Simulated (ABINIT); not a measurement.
Crystal: Au.

```xyz
2
Lattice="2.9000 0.0000 0.0000 -1.4500 2.5115 0.0000 0.0000 0.0000 4.8800" Properties=species:S:1:pos:R:3 pbc="T T T"
Au    1.4500    0.8372    1.2200
Au    0.0000    1.6743    3.6600
```

This isn't the form of Au at room conditions, which is fcc.

- Program: ABINIT 10.8.3 (patched build)
- Task: relaxation of cell and atoms
- Functional: RPBE
- Potentials or basis: JTH PAW PBE v2.0
- Cutoff: 653 eV
- k mesh: 11 × 11 × 6
- Occupations: fermi-dirac, width 0.05 eV
- Spin: no spin polarisation

At the start: pressure 5.8 GPa; volume 17.77 Å³/atom.

How do energy, volume and symmetry change on relaxing?

Over 6 steps the energy falls by 13.5 meV/atom and the volume is 18.54 Å³/atom (+4.3 %); space group P6_3/mmc (No. 194, to 0.05 Å).

Step by step:
```
step  energy change (eV)  largest force (eV/Å)  pressure (GPa)  volume (Å³)
   1              0.0000                0.0000            5.85        35.54
   2             -0.0181                0.0000            3.21        36.18
   3             -0.0269                0.0000            0.25        37.00
   4             -0.0269                0.0000            0.01        37.07
   5             -0.0269                0.0000           -0.02        37.08
   6             -0.0270                0.0000           -0.02        37.08
```

Final structure:
```
CELL_PARAMETERS angstrom
2.94614 0.00000 0.00000
-1.47307 2.55143 0.00000
0.00000 0.00000 4.93259
ATOMIC_POSITIONS crystal
Au 0.66667 0.33333 0.25000
Au 0.33333 0.66667 0.75000
```

Caveat: the PAW data sets were made with another functional, which shifts forces and pressure a little.
